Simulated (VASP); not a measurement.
## BaTiO3: cell size and functional

Aim: relax BaTiO3 at several levels of theory and compare the cells. The starting structure is a measured crystal structure from the Crystallography Open Database. The first relaxation on each setting starts from this cell expanded by 3 % in volume.

Program: VASP 6.6.1. Level of theory: Kohn-Sham DFT with plane waves and PAW; PBEsol, LDA, PBE, PBEsol + D3(BJ), r2SCAN, PBEsol+U (Ti d 4 eV), LDA+U (Ti d 4 eV) and r2SCAN + rVV10. Results are calculated unless marked as measured.

## (1) Set-up

The structure is cubic, space group Pm-3m (No. 221). The conventional cell has a = 4.006 Å, b = 4.006 Å, c = 4.006 Å, α = 90.00°, β = 90.00°, γ = 90.00°. Ba has 12 O at 2.83 Å nearest. Ti has 6 O at 2.00 Å nearest. Nearest to O lie 2 Ti at 2.00 Å and 4 Ba at 2.83 Å. Nearest to O lie 2 Ti at 2.00 Å and 4 Ba at 2.83 Å. Farther neighbours and most contacts between anions are not listed.

Structure file:

```xyz
10
Lattice="4.0060 0.0000 0.0000 0.0000 4.0060 0.0000 0.0000 0.0000 8.0120" Properties=species:S:1:pos:R:3 pbc="T T T"
Ba    2.0030    2.0030    2.0030
Ba    2.0030    2.0030    6.0090
Ti    0.0000    0.0000    0.0000
Ti    0.0000    0.0000    4.0060
O     0.0000    0.0000    2.0030
O     0.0000    0.0000    6.0090
O     0.0000    2.0030    0.0000
O     0.0000    2.0030    4.0060
O     2.0030    0.0000    0.0000
O     2.0030    0.0000    4.0060
```

## (2) Relaxation with PBEsol

PBEsol restores the gradient expansion of exchange and is tuned for the cells of solids. This run starts from the cell of an earlier relaxation, which isn't shown; the restart sets up the plane waves anew.

Contents of INCAR:

```
SYSTEM = BaTiO3
PREC = Accurate
ENCUT = 520
EDIFF = 1E-06
NELM = 100
ISMEAR = 0
SIGMA = 0.03
LREAL = .FALSE.
ALGO = Normal
GGA = PS
NBANDS = 55
ISPIN = 2
MAGMOM = 0 0 1 -1 0 0 0 0 0 0
LASPH = .TRUE.
LMAXMIX = 4
LORBIT = 11
LWAVE = .FALSE.
LCHARG = .FALSE.
KPAR = 16
IBRION = 2
NSW = 50
ISIF = 3
EDIFFG = -0.006
```

Contents of POSCAR:

```
BaTiO3
1.0
    3.9846818455      0.0000000000      0.0000000000
    0.0000000000      3.9846818455      0.0000000000
    0.0000000000      0.0000000000      7.9692934014
Ba Ti O
2 2 6
Direct
    0.5000000000      0.5000000000      0.2500000000
    0.5000000000      0.5000000000      0.7500000000
    0.0000000000      0.0000000000      0.0000000000
    0.0000000000      0.0000000000      0.5000000000
    0.0000000000      0.0000000000      0.2500000000
    0.0000000000      0.0000000000      0.7500000000
    0.0000000000      0.5000000000      0.0000000000
    0.0000000000      0.5000000000      0.5000000000
    0.5000000000      0.0000000000      0.0000000000
    0.5000000000      0.0000000000      0.5000000000
```

Contents of KPOINTS:

```
Automatic mesh
0
Gamma
6 6 4
0 0 0
```

Potentials, in the order of the species: Ba_sv, Ti_sv and O (PBE family, release 64).

Started as:

```console
$ mpirun -np 16 vasp_std
```

What it wrote:

```text
[banner, memory and clock lines left out]
running   16 mpi-ranks, on    1 nodes
 distrk:  each k-point on    1 cores,   16 groups
 distr:  one band on    1 cores,    1 groups

 POSCAR found type information on POSCAR BaTiO
 POSCAR found :  3 types and      10 ions
|                                                                             |
|           W    W    AA    RRRRR   N    N  II  N    N   GGGG   !!!           |
|           W    W   A  A   R    R  NN   N  II  NN   N  G    G  !!!           |
|           W    W  A    A  R    R  N N  N  II  N N  N  G       !!!           |
|           W WW W  AAAAAA  RRRRR   N  N N  II  N  N N  G  GGG   !            |
|           WW  WW  A    A  R   R   N   NN  II  N   NN  G    G                |
|           W    W  A    A  R    R  N    N  II  N    N   GGGG   !!!           |
|                                                                             |
|     For optimal performance we recommend to set                             |
|       NCORE = 2 up to number-of-cores-per-socket                            |
|     NCORE specifies how many cores store one orbital (NPAR=cpu/NCORE).      |
|     This setting can greatly improve the performance of VASP for DFT.       |
|     The default, NCORE=1 might be grossly inefficient on modern             |
|     multi-core architectures or massively parallel machines. Do your        |
|     Unfortunately you need to use the default for GW and RPA                |
|     calculations (for HF NCORE is supported but not extensively tested      |
|     yet).                                                                   |
|                                                                             |

|                                                                             |
|               ----> ADVICE to this user running VASP <----                  |
|                                                                             |
|     You enforced a specific xc type in the INCAR file but a different       |
|     [... a line on the potential file left out ...]
|     I HOPE YOU KNOW WHAT YOU ARE DOING!                                     |
|                                                                             |

 LDA part: xc-table for (Slater+PW92), standard interpolation
 POSCAR, INCAR and KPOINTS ok, starting setup
 FFT: planning ... GRIDC
 FFT: planning ... GRID_SOFT
 FFT: planning ... GRID
 WAVECAR not read
 entering main loop
       N       E                     dE             d eps       ncg     rms          rms(c)
DAV:   1     0.957545820736E+03    0.95755E+03   -0.38760E+04  6600   0.157E+03
DAV:   2     0.360337526504E+02   -0.92151E+03   -0.85366E+03  7104   0.451E+02
DAV:   3    -0.959032378433E+02   -0.13194E+03   -0.12897E+03  8602   0.169E+02
DAV:   4    -0.103865455390E+03   -0.79622E+01   -0.79342E+01  9960   0.378E+01
DAV:   5    -0.104198894945E+03   -0.33344E+00   -0.33318E+00  9162   0.668E+00    0.341E+01
DAV:   6    -0.838599117649E+02    0.20339E+02   -0.93100E+01  9811   0.670E+01    0.139E+01
DAV:   7    -0.842687891843E+02   -0.40888E+00   -0.16720E+01  9021   0.226E+01    0.985E+00
DAV:   8    -0.839805861014E+02    0.28820E+00   -0.19894E+00  9211   0.110E+01    0.335E+00
DAV:   9    -0.839680178295E+02    0.12568E-01   -0.46155E-01  8846   0.399E+00    0.129E+00
DAV:  10    -0.839728513701E+02   -0.48335E-02   -0.80232E-02  8569   0.145E+00    0.117E+00
DAV:  11    -0.839637755575E+02    0.90758E-02   -0.24368E-02  8306   0.140E+00    0.312E-01
DAV:  12    -0.839630687705E+02    0.70679E-03   -0.23815E-03 10203   0.332E-01    0.652E-02
DAV:  13    -0.839629709028E+02    0.97868E-04   -0.66463E-04  7817   0.144E-01    0.394E-02
DAV:  14    -0.839629918305E+02   -0.20928E-04   -0.68515E-05  9723   0.657E-02    0.331E-02
DAV:  15    -0.839630031768E+02   -0.11346E-04   -0.31887E-05  7700   0.293E-02    0.102E-02
DAV:  16    -0.839630033696E+02   -0.19277E-06   -0.35175E-06  7987   0.831E-03
   1 F= -.83963003E+02 E0= -.83963003E+02  d E =-.839630E+02  mag=     0.0000
 curvature:   0.00 expect dE= 0.000E+00 dE for cont linesearch  0.000E+00
 trial: gam= 0.00000 g(F)=  0.540E-60 g(S)=  0.183E-04 ort = 0.000E+00 (trialstep = 0.100E+01)
 search vector abs. value=  0.183E-04
 reached required accuracy - stopping structural energy minimisation
```

It took 45 s on 16 MPI ranks of Intel Xeon 6975P-C (Granite Rapids), shared host; peak memory 8.2 GiB; 12 min of CPU time.

The logs omit lines about the potential files and the build; timing stands in the text.

OUTCAR, selected parts (step 2):

```text
ion  position               nearest neighbor table
   1  0.500  0.500  0.250-   7 2.82   8 2.82   9 2.82  10 2.82   9 2.82  10 2.82   7 2.82   8 2.82
                             5 2.82   5 2.82   5 2.82   5 2.82   3 3.45   4 3.45   4 3.45   4 3.45
   2  0.500  0.500  0.750-   7 2.82   8 2.82   9 2.82  10 2.82   9 2.82  10 2.82   7 2.82   8 2.82
                             6 2.82   6 2.82   6 2.82   6 2.82   3 3.45   4 3.45   4 3.45   4 3.45
   3  0.000  0.000  0.000-   5 1.99   6 1.99   7 1.99   9 1.99   7 1.99   9 1.99   1 3.45   2 3.45
                             1 3.45   1 3.45   2 3.45   2 3.45   1 3.45   2 3.45
   4  0.000  0.000  0.500-   5 1.99   6 1.99   8 1.99  10 1.99   8 1.99  10 1.99   1 3.45   2 3.45
                             1 3.45   1 3.45   2 3.45   2 3.45   1 3.45   2 3.45
   5  0.000  0.000  0.250-   3 1.99   4 1.99   1 2.82   1 2.82   1 2.82   1 2.82
   6  0.000  0.000  0.750-   3 1.99   4 1.99   2 2.82   2 2.82   2 2.82   2 2.82
   7  0.000  0.500  0.000-   3 1.99   3 1.99   1 2.82   2 2.82   1 2.82   2 2.82
   8  0.000  0.500  0.500-   4 1.99   4 1.99   1 2.82   2 2.82   1 2.82   2 2.82
   9  0.500  0.000  0.000-   3 1.99   3 1.99   1 2.82   1 2.82   2 2.82   2 2.82
  10  0.500  0.000  0.500-   4 1.99   4 1.99   1 2.82   1 2.82   2 2.82   2 2.82

  LATTYP: Found a simple tetragonal cell.
 ALAT       =     3.9846818455
 C/A-ratio  =     1.9999823600

 Subroutine GETGRP returns: Found 16 space group operations
 (whereof 16 operations were pure point group operations)

The static configuration has the point symmetry D_4h.

 Found     30 irreducible k-points:

   k-points           NKPTS =     30   k-points in BZ     NKDIM =     30   number of bands    NBANDS=     55

   dimension x,y,z NGX =    30 NGY =   30 NGZ =   60
   dimension x,y,z NGXF=    60 NGYF=   60 NGZF=  120

   ENCUT  =  520.0 eV  38.22 Ry    6.18 a.u.   7.41  7.41 14.82*2*pi/ulx,y,z

   NELECT =      80.0000    total number of electrons

 k-points in reciprocal lattice and weights: Automatic mesh
   0.00000000  0.00000000  0.00000000       0.007
   0.16666667  0.00000000  0.00000000       0.028
   0.33333333  0.00000000  0.00000000       0.028
   0.50000000  0.00000000  0.00000000       0.014
   0.16666667  0.16666667  0.00000000       0.028
   0.33333333  0.16666667  0.00000000       0.056
   0.50000000  0.16666667  0.00000000       0.028
   0.33333333  0.33333333  0.00000000       0.028
   0.50000000  0.33333333  0.00000000       0.028
[...]
0.50000000  0.33333333  0.50000000       0.028
   0.50000000  0.50000000  0.50000000       0.007

 average (electrostatic) potential at core
       1 -32.5968       2 -32.5968       3 -76.6422       4 -76.6422       5 -69.5854
       6 -69.5854       7 -69.5847       8 -69.5847       9 -69.5847      10 -69.5847

 E-fermi :   3.9563

 spin component 1
 k-point     1 :       0.0000    0.0000    0.0000
  band No.  band energies     occupation
    ...
     36       3.0721      1.00000
     37       3.0721      1.00000
     38       3.6635      1.00000
     39       3.6635      1.00000
     40       3.6635      1.00000
     41       5.5185      0.00000
     42       5.5185      0.00000
     43       5.5185      0.00000
     44       5.6909      0.00000
     45       7.3501      0.00000
    ...

 k-point     2 :       0.1667    0.0000    0.0000
  band No.  band energies     occupation
    ...
     36       2.7420      1.00000
     37       2.8977      1.00000
     38       3.0153      1.00000
     39       3.4718      1.00000
     40       3.4718      1.00000
     41       5.5600      0.00000
     42       6.0691      0.00000
     43       6.0692      0.00000
     44       6.1744      0.00000
     45       7.3514      0.00000
    ...

 k-point     3 :       0.3333    0.0000    0.0000
  band No.  band energies     occupation
    ...
     36       2.6524      1.00000
     37       2.7545      1.00000
     38       3.1903      1.00000
     39       3.1903      1.00000
     40       3.5268      1.00000
     41       5.6461      0.00000
     42       6.9529      0.00000
     43       6.9529      0.00000
     44       6.9859      0.00000
     45       7.3560      0.00000
    ...

 k-point     4 :       0.5000    0.0000    0.0000
  band No.  band energies     occupation
    ...
     36       2.9257      1.00000
     37       2.9257      1.00000
     38       3.0719      1.00000
     39       3.0720      1.00000
     40       3.7011      1.00000
     41       5.6909      0.00000
     42       7.3501      0.00000
     43       7.3502      0.00000
     44       7.3589      0.00000
     45       7.3589      0.00000
    ...

 k-point     5 :       0.1667    0.1667    0.0000
  band No.  band energies     occupation
    ...
     36       2.7314      1.00000
     37       2.8303      1.00000
     38       2.8680      1.00000
     39       3.2313      1.00000
     40       3.3285      1.00000
     41       6.0302      0.00000
     42       6.1554      0.00000
     43       6.3378      0.00000
     44       6.5182      0.00000
     45       7.4136      0.00000
    ...

 k-point     6 :       0.3333    0.1667    0.0000
  band No.  band energies     occupation
    ...
     36       2.8726      1.00000
     37       2.8858      1.00000
     38       2.9425      1.00000
     39       3.1190      1.00000
     40       3.5183      1.00000
     41       6.1423      0.00000
     42       6.9630      0.00000
     43       7.0120      0.00000
     44       7.1805      0.00000
     45       7.4826      0.00000
    ...

  Total       -0.0345209     -0.0345209     -0.0375144      0.0000000     -0.0000000      0.0000000
  in kB       -0.4371051     -0.4371051     -0.4750081      0.0000000     -0.0000000      0.0000000
  external PRESSURE =      -0.4497394 kB  Pullay stress =       0.0000000 kB

  energy-cutoff  :      520.00
  volume of cell :      126.53
      direct lattice vectors                 reciprocal lattice vectors
     3.984681845  0.000000000  0.000000000     0.250961065  0.000000000  0.000000000
     0.000000000  3.984681845  0.000000000     0.000000000  0.250961065  0.000000000
     0.000000000  0.000000000  7.969293401     0.000000000  0.000000000  0.125481639

 POSITION                                       TOTAL-FORCE (eV/Angst)
 -----------------------------------------------------------------------------------
      1.99234      1.99234      1.99232         0.000000      0.000000      0.000000
      1.99234      1.99234      5.97697        -0.000000      0.000000     -0.000000
      0.00000      0.00000      0.00000        -0.000000     -0.000000      0.000000
      0.00000      0.00000      3.98465        -0.000000     -0.000000     -0.000000
      0.00000      0.00000      1.99232        -0.000000     -0.000000      0.000000
      0.00000      0.00000      5.97697        -0.000000     -0.000000      0.000000
      0.00000      1.99234      0.00000        -0.000000     -0.000000      0.000000
      0.00000      1.99234      3.98465        -0.000000     -0.000000      0.000000
      1.99234      0.00000      0.00000         0.000000     -0.000000      0.000000
      1.99234      0.00000      3.98465         0.000000     -0.000000      0.000000
 -----------------------------------------------------------------------------------
    total drift:                                0.000000     -0.000000      0.000000

  FREE ENERGIE OF THE ION-ELECTRON SYSTEM (eV)
  ---------------------------------------------------
  free  energy   TOTEN  =       -83.9630033696 eV

  energy  without entropy=      -83.9630033696  energy(sigma->0) =      -83.96300337

 reached required accuracy - stopping structural energy minimisation

 total charge
# of ion       s       p       d       tot
------------------------------------------
    1        2.004   5.636   0.346   7.986
    2        2.004   5.636   0.346   7.986
    3        2.216   6.283   1.721  10.221
    4        2.216   6.283   1.721  10.221
    5        1.559   3.453   0.000   5.012
    6        1.559   3.453   0.000   5.012
    7        1.559   3.453   0.000   5.012
    8        1.559   3.453   0.000   5.012
    9        1.559   3.453   0.000   5.012
   10        1.559   3.453   0.000   5.012
--------------------------------------------------
tot         17.797  44.555   4.136  66.487

 magnetization (x)
# of ion       s       p       d       tot
------------------------------------------
    1        0.000   0.000   0.000   0.000
    2        0.000   0.000   0.000   0.000
    3        0.000  -0.000   0.000   0.000
    4       -0.000   0.000  -0.000  -0.000
    5        0.000   0.000   0.000   0.000
    6        0.000   0.000   0.000   0.000
    7        0.000   0.000   0.000   0.000
    8       -0.000  -0.000   0.000  -0.000
    9        0.000   0.000   0.000   0.000
   10       -0.000  -0.000   0.000  -0.000
--------------------------------------------------
tot          0.000   0.000   0.000   0.000

[... 1 further part left out ...]
```

The moments of the start collapse, so the state is non-magnetic; other starts or orders were not tried. The PAW data sets were made with PBE, which is usual practice but a small mismatch for other functionals. The run keeps the 16 symmetry operations of its start, so it cannot find a distortion of lower symmetry.

With PBEsol the relaxed cell holds 12.653 Å³ an atom, -1.59 % against the measured cell, with a = 3.985 Å.

## (3) Relaxation with LDA

LDA, the lowest rung, knows the local density alone. This run starts from the cell of an earlier relaxation, which isn't shown; the restart sets up the plane waves anew.

Changes to INCAR since step 2:

```diff
@@ -9,3 +9,3 @@
 ALGO = Normal
-GGA = PS
+GGA = CA
 NBANDS = 55
```

Changes to POSCAR since step 2:

```diff
@@ -2,5 +2,5 @@
 1.0
-    3.9846818455      0.0000000000      0.0000000000
-    0.0000000000      3.9846818455      0.0000000000
-    0.0000000000      0.0000000000      7.9692934014
+    3.9516421124      0.0000000000      0.0000000000
+    0.0000000000      3.9516421124      0.0000000000
+    0.0000000000      0.0000000000      7.9031077641
 Ba Ti O
```

KPOINTS is that of step 2.

The projector-augmented-wave data sets are Ba_sv, Ti_sv and O (LDA family, release 64).

Started as:

```console
$ mpirun -np 16 vasp_std
```

What it wrote:

```text
[banner, memory and clock lines left out]
running   16 mpi-ranks, on    1 nodes
[...]
[... a notice as in an earlier step ...]

 LDA part: xc-table for (Slater(with rela. corr.)+CA(PZ))
 , standard interpolation
 POSCAR, INCAR and KPOINTS ok, starting setup
[...]
entering main loop
       N       E                     dE             d eps       ncg     rms          rms(c)
DAV:   1     0.942996836612E+03    0.94300E+03   -0.39098E+04  6600   0.157E+03
DAV:   2     0.291180651937E+02   -0.91388E+03   -0.84343E+03  6999   0.451E+02
DAV:   3    -0.100473469728E+03   -0.12959E+03   -0.12686E+03  8410   0.169E+02
DAV:   4    -0.108800269290E+03   -0.83268E+01   -0.83007E+01 10168   0.382E+01
[...]
DAV:  14    -0.883123985046E+02   -0.21524E-04   -0.76766E-05  9721   0.692E-02    0.310E-02
DAV:  15    -0.883123947472E+02    0.37574E-05   -0.27174E-05  9330   0.273E-02    0.119E-02
DAV:  16    -0.883123940679E+02    0.67931E-06   -0.86528E-07  5304   0.829E-03
   1 F= -.88312394E+02 E0= -.88312394E+02  d E =-.883124E+02  mag=    -0.0000
[...]
reached required accuracy - stopping structural energy minimisation
```

Run time: 40 s. Hardware: 16 MPI ranks; peak memory 7 GiB.

Parts of OUTCAR (step 3):

```text
  Total       -0.0246763     -0.0246763     -0.0253723      0.0000000     -0.0000000      0.0000000
  in kB       -0.3203597     -0.3203597     -0.3293950      0.0000000     -0.0000000      0.0000000
  external PRESSURE =      -0.3233715 kB  Pullay stress =       0.0000000 kB

 POSITION                                       TOTAL-FORCE (eV/Angst)
 -----------------------------------------------------------------------------------
      1.97582      1.97582      1.97578        -0.000000     -0.000000     -0.000000
      1.97582      1.97582      5.92733        -0.000000      0.000000     -0.000000
      0.00000      0.00000      0.00000         0.000000     -0.000000     -0.000000
      0.00000      0.00000      3.95155         0.000000     -0.000000     -0.000000
      0.00000      0.00000      1.97578        -0.000000      0.000000     -0.000000
      0.00000      0.00000      5.92733        -0.000000      0.000000     -0.000000
      0.00000      1.97582      0.00000        -0.000000      0.000000      0.000000
      0.00000      1.97582      3.95155        -0.000000      0.000000     -0.000000
      1.97582      0.00000      0.00000         0.000000      0.000000      0.000000
      1.97582      0.00000      3.95155         0.000000      0.000000     -0.000000
 -----------------------------------------------------------------------------------
    total drift:                                0.000000     -0.000000      0.000000

  FREE ENERGIE OF THE ION-ELECTRON SYSTEM (eV)
  ---------------------------------------------------
  free  energy   TOTEN  =       -88.3123940679 eV

  energy  without entropy=      -88.3123940679  energy(sigma->0) =      -88.31239407

 magnetization (x)
# of ion       s       p       d       tot
------------------------------------------
    1        0.000   0.000   0.000   0.000
    2        0.000   0.000   0.000   0.000
    3       -0.000   0.000  -0.000  -0.000
    4        0.000  -0.000   0.000   0.000
    5        0.000   0.000   0.000   0.000
    6        0.000   0.000   0.000   0.000
    7       -0.000  -0.000   0.000  -0.000
    8        0.000   0.000   0.000   0.000
    9       -0.000  -0.000   0.000  -0.000
   10        0.000   0.000   0.000   0.000
--------------------------------------------------
tot          0.000   0.000   0.000   0.000

[... 2 parts as in an earlier step ...]

[... 2 further parts left out ...]
[key lines of the parts left out:]
E-fermi :   3.9827
```

With LDA the relaxed cell holds 12.341 Å³ an atom, -4.02 % against the measured cell, with a = 3.952 Å. That is -2.47 % from PBEsol.

(Continued in part 2 of 3.)

[Lines on the potential files, build, host, timing and source positions are cut from VASP's logs without a mark.]

[Logs are printed without paths, hosts, clocks, repeated set-up lines and the standing remarks that a program may print on its own settings, such as how far it seeks lower states.]

[Hosts, paths, dates, database ids (printed as entryN), source tags and the programs' standing remarks are cut or masked in the printed files.]
